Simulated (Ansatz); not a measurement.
**Compressing Ti$_{8}$C$_{5}$: a fit and a missing row**

Ti$_{8}$C$_{5}$, R-3m, a = 6.075 Å, c = 14.728 Å. The structure is a Materials Project entry; whether it is the stable form wasn't checked. Ansatz: PBEsol, PAW, 420 eV, Γ-centred 6×6×6 mesh on 13 atoms, Gaussian smearing 0.10 eV; no spin polarisation. Shape and atoms are relaxed at each volume; pressure is positive in compression.

| V (Å³/atom) | P (GPa) |
| --- | --- |
| 10.621 | 30.03 |
| 10.983 | 20.71 |
| 11.345 | 12.71 |
| 11.707 | ? |
| 12.069 | 0.00 |
| 12.431 | -5.00 |
| 12.793 | -9.25 |
| 13.276 | -13.92 |

Take V0 = 12.069 Å³/atom, fit the third-order Birch–Murnaghan form to the other rows, and predict the missing pressure.

With the Eulerian strain f = ½[(V0/V)^(2/3) − 1] and y = P/[3f(1 + 2f)^(5/2)], the form is the line y = B0 + 1.5 B0 (B0′ − 4) f. Rows (f, y): 0.04447, 181.9; 0.03244, 181.9; 0.02105, 181.6; -0.00975, 179.6; -0.01905, 178.4; -0.03078, 176.7. Means f = 0.006397, y = 180.02; Σ(Δf)² = 0.004633, ΣΔfΔy = 0.3151; the slope is their ratio. y = 179.6 + 68.02 f GPa, so B0 = 179.6 GPa and B0′ = 4 + 2 × (68.02)/(3 × 179.6) = 4.25. At V = 11.707, f = 0.01025, y = 180.30 and P = 5.83 GPa. The run gave 5.86 GPa, so the fit is 0.03 GPa too low, within the rms miss on the fitted rows (0.06 GPa).

Ti₈C₅ is a stiff carbide that hardens under compression: equal volume steps cost more pressure on the compressed side than they release on the expanded side. Shortening the bonds steepens the repulsion between overlapping shells, while stretching weakens the Ti 3d–C 2p covalent bonding that carries most of the stiffness. A bulk modulus of 179.6 GPa is well below that of stoichiometric TiC, as expected for a rocksalt-derived carbide in which empty carbon sites remove Ti–C bonds and leave softer Ti–Ti contacts.

The small error at the missing row is probably not random. The values of y bend rather than follow a line, rising clearly through the expanded volumes and levelling off at the highest pressures, so the fit runs above the data at both ends and below them in the middle, where the prediction falls. This suggests a higher-order strain term, and makes B0′ = 4.25 an average over the fitted range rather than a sharp equilibrium derivative. Success at an interior point says little about extrapolation beyond 30.03 GPa.
